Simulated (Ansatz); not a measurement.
# HfC: how well frozen cores do, part 2 of 2

The same cell of HfC is computed with LAPW, all electrons, PAW with frozen cores and all-electron PAW on datasets made for the crystal, to set the results side by side.

Ansatz 0.2.0; DFT LDA; a Materials Project cell. «Crystal datasets» are all-electron PAW datasets made for this crystal. The steps go on from the part before.

### 3 PAW with frozen cores

Contents of input.yaml:

```yaml
crystal:
  lattice:
    - [0.0, 2.3171388429, 2.3171388429]
    - [2.3171388429, 0.0, 2.3171388429]
    - [2.3171388429, 2.3171388429, 0.0]
  atoms:
    - { symbol: Hf, position: [0.0, 0.0, 0.0] }
    - { symbol: C, position: [0.5, 0.5, 0.5] }
kpoints:
  mp_grid: { grid: [14, 14, 14] }
  band_path:
    path:
      - [0.0, 0.0, 0.0]
      - [0.5, 0.0, 0.5]
      - [0.625, 0.25, 0.625]
      - [0.375, 0.375, 0.75]
      - [0.0, 0.0, 0.0]
      - [0.5, 0.5, 0.5]
      - [0.5, 0.25, 0.75]
      - [0.5, 0.0, 0.5]
    npoints: 14
scf:
  occupations: { method: fermi_dirac, width: 0.05 }
hamiltonian:
  xc: lda
  pseudopotentials: { kind: paw }
output:
  forces: true
  stress: true
  eigenvalues: true
  efg: { contact_densities: true }
  populations: true
  bader: true
  dos: { projected: true, de: 0.2, e_range: [-14, 8] }
  write_density: true
  write_potential: true
  elf: true
  volumetric_format: npy
```

Command:

```console
$ ansatz run input.yaml --threads 1 --pin off --max-ram 2048MiB --backend cpu --events-out ev --progress --plain --runs-dir out
```

The log of the run:

```text
Hf: output.efg is read without spin–orbit coupling, which moves field gradients at and beside such atoms by some per cent and up to a factor of two; PAW files take it under magnetization.noncollinear and magnetization.spin_orbit
Engine: ansatz 0.2.0
Pseudopotentials: kind: paw
Pseudopotential: Hf, paw, valence charge 26, recommended cutoff 420 eV (normal)
Pseudopotential: C, paw, valence charge 4, recommended cutoff 420 eV (normal)
Functional definition: SPW92
  exchange = slater_x
  correlation = pw_c
Crystal: 2 atoms, lattice volume = 24.882 Å³
Basis set: ecut = 420 eV, 531 PW (Γ)
Bands: 19, of which v1, the nominal top of the filled ones, is band 15 counted from 1 (14 counted from 0)
Symmetry: 48 space group operations
Space group: Fm-3m (ITA 225), of the structure as read, at distance tolerance 2.9e-5 Å
k-points: 104 of 2744
Non-local potential: Hf, projectors of the file, l = 0: 3, l = 1: 2, l = 2: 2, l = 3: 3
Non-local potential: C, projectors of the file, l = 0: 2, l = 1: 2, l = 2: 1
PAW form: soft (Blöchl's): semilocal exchange-correlation on the pseudo side does not see the compensation charge
PAW frozen core: Hf, regenerated for the run's functional, and the local potential with it (the file was generated under x = pbe(κ = 0.804, μ = 0.2195149727645171), c = pbe(β = 0.06672455060314922))
PAW frozen core: C, regenerated for the run's functional, and the local potential with it (the file was generated under x = pbe(κ = 0.804, μ = 0.2195149727645171), c = pbe(β = 0.06672455060314922))
PAW one-centre angular grid: Hf, 590 points (default); XC on 64 Gauss nodes
PAW one-centre angular grid: C, 110 points (default); XC on 64 Gauss nodes
Initial density: superposition of atomic densities (neutral atoms: chi_scale 0, normalization atom), corrected by the library's trained network
Initial wavefunctions: pseudopotential atomic-orbital guess
Functional: x = slater, c = lda
SCF iter   1: F=—  HF=-15721.853292 eV  |F-HF|=—  |Δ(HF+E_count)|=         —  Δρ=8.30e-3  dr2=2.07e-2  ethr=1.77e-3  ⟨swp⟩=5.1  Hψ=8253  notcnv=0
preconditioner: auto → Kerker (q_TF=auto, 2.815 Å⁻¹)  [metal: Δε(μ)=0.077 eV  Ē_g=18.141 eV  σ=0.050 eV  W_gap=0.35  n_scr=14 (ndim 8)  ℏωp=39.4 eV  f_vac=0.000  D(μ)=0.32/eV (n_scr^D=0)]
SCF iter   2: F=—  HF=-15721.848740 eV  |F-HF|=—  |Δ(HF+E_count)|=   4.55e-3  Δρ=3.65e-3  dr2=2.42e-3  ethr=6.91e-5  ⟨swp⟩=2.1  Hψ=3290  notcnv=0
SCF iter   3: F=—  HF=-15721.848305 eV  |F-HF|=—  |Δ(HF+E_count)|=   4.35e-4  Δρ=1.50e-3  dr2=3.56e-4  ethr=8.05e-6  ⟨swp⟩=2.0  Hψ=3058  notcnv=0
SCF iter   4: F=—  HF=-15721.848091 eV  |F-HF|=—  |Δ(HF+E_count)|=   2.14e-4  Δρ=8.80e-4  dr2=8.58e-5  ethr=1.19e-6  ⟨swp⟩=2.1  Hψ=3157  notcnv=0
SCF iter   5: F=—  HF=-15721.848082 eV  |F-HF|=—  |Δ(HF+E_count)|=   9.11e-6  Δρ=1.60e-4  dr2=2.67e-6  ethr=2.86e-7  ⟨swp⟩=2.1  Hψ=3557  notcnv=0
SCF iter   6: F=—  HF=-15721.848079 eV  |F-HF|=—  |Δ(HF+E_count)|=   2.72e-6  Δρ=3.46e-5  dr2=2.31e-7  ethr=8.90e-9  ⟨swp⟩=3.3  Hψ=4144  notcnv=0
SCF iter   7: F=—  HF=-15721.848079 eV  |F-HF|=—  |Δ(HF+E_count)|=   4.58e-7  Δρ=1.55e-5  dr2=4.56e-8  ethr=3.33e-10  ⟨swp⟩=10.6  Hψ=15341  notcnv=0
SCF iter   8: F=-15721.848079 eV  HF=-15721.848079 eV  |F-HF|=2.34e-8  |Δ(HF+E_count)|=   4.16e-8  Δρ=6.03e-6  dr2=6.13e-9  ethr=1.52e-10  ⟨swp⟩=9.1  Hψ=13392  notcnv=0
SCF 1 converged in 8 iterations: F = -15721.848079 eV  dr2 = 6.13e-9
NSCF: frozen V_eff on 99 k-points
SCF converged after 8 iterations
Free energy (F): -15721.848079 eV
Harris-Foulkes:  -15721.848079 eV  (|F-HF|=2.34e-8)
Internal energy: -15721.845503 eV  (E = F + TS)
E sigma→0 (E₀):  -15721.846791 eV
Entropy (-TS):   -0.002576 eV (-1.288 meV/atom)
Fermi energy:    19.983742 eV
--- Per-component energies (eV) ---
  E_band       = 108.904037
  E_kinetic    = 512.192646
  E_local      = -4975.912997  (includes V_loc(G=0)·N_el)
  E_nonlocal   = -1204.402737
  E_hartree    = 2348.534588
  E_xc         = -346.131936
  E_vxc        = -327.093006  (∫ρ·V_xc dr)
  E_paw        = -6777.347857  (= ΣΔE_a)
  E_vpaw       = 1407.057441  (= ΣTr[D̂ρ^β])
  E_aug_tail   = 0.000007  (compensation charges beyond the density's cutoff)
  E_ewald      = -5281.297291
  E_core_change = 2.520075  (= ΣΔE_core)
  E_smearing   = -0.002576  (= −TS)
  E_closure    = -0.000000  (closes the sum)
  Σ components = -15721.848079   (vs F -15721.848079, Δ=0.00e0)
--- Forces (eV/Å), atoms counted from 1 ---
  atom   1  Hf    -0.00000000     0.00000000    -0.00000000
  atom   2  C      0.00000000    -0.00000000    -0.00000000
  max |Σ_I F_I| component: 9.60e-30 eV/Å
--- Stress (GPa, compression-positive) ---
       -9.704571       0.000000       0.000000
       -0.000000      -9.704571       0.000000
        0.000000       0.000000      -9.704571
  P = ⅓ Tr σ = -9.7046 GPa (-97.046 kbar)
--- PAW observables at the nuclei: V_zz in 10²¹ V/m², potentials from the cell's mean, atoms counted from 1 ---
  atom   1  Hf V_zz =    +0.000000   η = 0.0000   by run symmetry: forbidden
            electrostatic potential = -14185.099335 V   contact ρ = 7500166.219923 e/Å³
  atom   2  C  V_zz =    -0.000000   η = 0.0000   by run symmetry: forbidden
            electrostatic potential = -427.645419 V   contact ρ = 852.704632 e/Å³
--- Band table (eV; the first three rows and the last of 104) ---
  k-point 0: bands = ["-41.0569", "-9.5130", "-9.5130", "-9.5130", "7.7625", "8.9253", "8.9344", "8.9344", "8.9344", "9.0182", "9.0182", "9.0182", "21.0755", "21.0755", "21.0755", "21.2789", "21.2789", "21.2789", "23.3255"]
  k-point 1: bands = ["-41.0548", "-9.5505", "-9.5166", "-9.5166", "7.8903", "8.9273", "8.9374", "8.9374", "8.9374", "9.0153", "9.0153", "9.0183", "20.1228", "20.4039", "20.4039", "21.5630", "21.5630", "21.9250", "23.9784"]
  k-point 2: bands = ["-41.0489", "-9.6540", "-9.5266", "-9.5266", "8.2500", "8.9328", "8.9462", "8.9462", "8.9569", "9.0073", "9.0073", "9.0187", "18.8972", "19.4617", "19.4617", "21.9778", "21.9778", "22.3914", "25.2835"]
  k-point 103: bands = ["-40.9999", "-9.9904", "-9.9062", "-9.7685", "8.9259", "8.9590", "8.9642", "8.9643", "8.9859", "8.9921", "8.9922", "10.4976", "17.1138", "17.2844", "17.3341", "22.9220", "24.3404", "26.6823", "26.9871"]
--- Löwdin populations: 2 sites ---
  site symbol       q [e]
     0     Hf     25.2887
     1      C      4.6743
  spilling = 0.001233 (of n_electrons = 30.000000)
--- Bader charges: 2 sites ---
  site symbol  charge [e]  shift [e]
     0     Hf      1.8655     0.0002
     1      C     -1.8655     0.0002
  estimated error of the sums over rays = 7.9e-4 e
```

Run time: 14 s. Hardware: 1 thread, shared host.

Result: pressure -9.70 GPa; no gap.

```
atom  Bader charge (e)  basin volume (Å³)
 Hf1             +1.87              11.66
  C2             -1.87              13.22
```

The fields are shown in the conventional cell of this run's space group, carried over from its grid by interpolation.

Density in a lattice plane of the grid's cell (edges 4.63 and 4.63 Å, at 0.000 of the third edge), which holds Hf and C.

Ten even steps from '0' (0.18 e/Å³) to '9' (35.50 e/Å³):
```
764100000000000000000146
432000000000000000000023
110000000000000000000001
000000000000000000000000
000000000000000000000000
000000000000000000000000
000000000001110000000000
000000000023432000000000
000000000146764100000000
000000000258985200000000
000000000146764100000000
000000000023432000000000
000000000001110000000000
000000000000000000000000
000000000000000000000000
000000000000000000000000
110000000000000000000001
432000000000000000000023
764100000000000000000146
985200000000000000000258
```
Columns run along the first of these edges and rows up along the second, over one cell in 24 and 20 even steps from the bottom left corner. Atoms in the plane (fractional): Hf at (0.00, 0.00), Hf at (0.50, 0.50), C at (0.00, 0.50), C at (0.50, 0.00).

ELF in the same plane.

Values, 12 rows by 12 columns:
```
0.85 0.82 0.45 0.21 0.76 0.73 0.49 0.72 0.76 0.21 0.45 0.83
0.62 0.45 0.14 0.20 0.62 0.76 0.77 0.76 0.63 0.20 0.14 0.45
0.23 0.21 0.20 0.21 0.20 0.21 0.23 0.21 0.20 0.20 0.20 0.21
0.77 0.76 0.62 0.20 0.14 0.45 0.62 0.45 0.14 0.20 0.63 0.76
0.49 0.73 0.76 0.21 0.45 0.82 0.85 0.83 0.45 0.21 0.76 0.72
0.05 0.49 0.77 0.23 0.62 0.85 0.75 0.85 0.62 0.23 0.77 0.49
0.49 0.72 0.76 0.21 0.45 0.83 0.85 0.82 0.45 0.21 0.76 0.73
0.77 0.76 0.63 0.20 0.14 0.45 0.62 0.45 0.14 0.20 0.62 0.76
0.23 0.21 0.20 0.20 0.20 0.21 0.23 0.21 0.20 0.21 0.20 0.21
0.62 0.45 0.14 0.20 0.63 0.76 0.77 0.76 0.62 0.20 0.14 0.45
0.85 0.83 0.45 0.21 0.76 0.72 0.49 0.73 0.76 0.21 0.45 0.82
0.75 0.85 0.62 0.23 0.77 0.49 0.05 0.49 0.77 0.23 0.62 0.85
```
Columns run along the first of these edges and rows up along the second, over one cell in 12 and 12 even steps from the bottom left corner. Atoms in the plane (fractional): Hf at (0.00, 0.00), Hf at (0.50, 0.50), C at (0.00, 0.50), C at (0.50, 0.00).

Both are smooth fields of the valence electrons: close to the nuclei they are not physical.

Maxima of ELF outside the ion cores: 0.80 in the shell around C, 0.7 Å from C.

### 4 All-electron PAW on datasets made for the crystal

Changes to input.yaml since step 3:

```diff
@@ -20,3 +20,3 @@
       - [0.5, 0.0, 0.5]
-    npoints: 14
+    npoints: 8
 scf:
@@ -25,3 +25,3 @@
   xc: lda
-  pseudopotentials: { kind: paw }
+  pseudopotentials: { kind: all_electron, datasets: crystal }
 output:
@@ -31,8 +31 @@
   efg: { contact_densities: true }
-  populations: true
-  bader: true
-  dos: { projected: true, de: 0.2, e_range: [-14, 8] }
-  write_density: true
-  write_potential: true
-  elf: true
-  volumetric_format: npy
```

Command:

```console
$ ansatz run input.yaml --threads 1 --pin off --max-ram 2048MiB --backend cpu --events-out ev --progress --plain --runs-dir out
```

The log of the run, shortened:

```text
[...]
Hf: output.efg is read without spin–orbit coupling, which moves field gradients at and beside such atoms by some per cent and up to a factor of two; PAW files take it under magnetization.noncollinear and magnetization.spin_orbit
[...]
[... 1 set-up line as earlier in the session ...]
Pseudopotential: Hf, paw, valence charge 26, recommended cutoff 400 eV (normal), Koelling and Harmon's equation, gaussian nucleus
Pseudopotential: C, paw, valence charge 4, recommended cutoff 400 eV (normal), Koelling and Harmon's equation, gaussian nucleus
[... 1 set-up line as earlier in the session ...]
[...]
Crystal: 2 atoms, lattice volume = 24.882 Å³
Basis set: ecut = 400 eV, 459 PW (Γ)
Bands: 19, of which v1, the nominal top of the filled ones, is band 15 counted from 1 (14 counted from 0)
[... 2 set-up lines as earlier in the session ...]
[...]
  atom   1  Hf    -0.00000000     0.00000000     0.00000000
  atom   2  C      0.00000000    -0.00000000     0.00000000
[...]
--- Stress (GPa, compression-positive) ---
       -9.623591       0.000000       0.000000
       -0.000000      -9.623591      -0.000000
        0.000000       0.000000      -9.623591
  P = ⅓ Tr σ = -9.6236 GPa (-96.236 kbar)
--- PAW observables at the nuclei: V_zz in 10²¹ V/m², potentials from the cell's mean, atoms counted from 1 ---
  atom   1  Hf V_zz =    +0.000000   η = 0.0000   by run symmetry: forbidden
            electrostatic potential = -14179.186365 V   contact ρ = 7496513.818112 e/Å³
  atom   2  C  V_zz =    -0.000000   η = 0.0000   by run symmetry: forbidden
            electrostatic potential = -425.614690 V   contact ρ = 852.852809 e/Å³
--- Band table (eV; the first three rows and the last of 104) ---
  k-point 0: bands = ["-40.6905", "-9.1481", "-9.1481", "-9.1481", "8.1235", "9.2934", "9.3011", "9.3011", "9.3011", "9.3857", "9.3857", "9.3857", "21.4410", "21.4410", "21.4410", "21.6374", "21.6374"]
[...]
```

Run time: 19 s. Hardware: 1 thread, shared host.

Read from it: pressure -9.62 GPa; no gap.

```
atom  contact density (e/Å³)
 Hf1                 7496514
  C2                852.8528
```

### 5 Comparison

| method | pressure (GPa) | SCF cycles, all passes |
| --- | --- | --- |
| LAPW | -9.62 | 10 |
| PAW | -9.70 | 8 |
| crystal datasets | -9.62 | 10 |

### 6 Outcome

This closing draws on all 2 parts.

| quantity | value |
| --- | --- |
| pressure | LAPW -9.62, PAW -9.70, crystal datasets -9.62 GPa |
| gap (LAPW) | none |
| Bader charges (PAW) | Hf1 +1.87, C2 -1.87 e |
| highest ELF (PAW) | 0.80, 0.72 Å from C |

At this geometry the cell is under tension of 9.6 GPa, so it would shrink if let go. There is no gap at this level; the crystal is a metal here. C 2p carries the largest share, 65 %, of the projected states within 0.3 eV of the Fermi level. The projection holds only the free atom's occupied shells (Hf 6s, Hf 5p, Hf 5d, C 2s, C 2p in this range). In pressure, PAW differs from LAPW by -0.08 GPa. LAPW took about 2.4 times as long as PAW (35 s against 14 s, on a shared host and with the outputs that each input asks for). Spin-orbit coupling is left out, though the cell holds Hf; in elements this heavy it can shift bands and gaps by tenths of an eV.
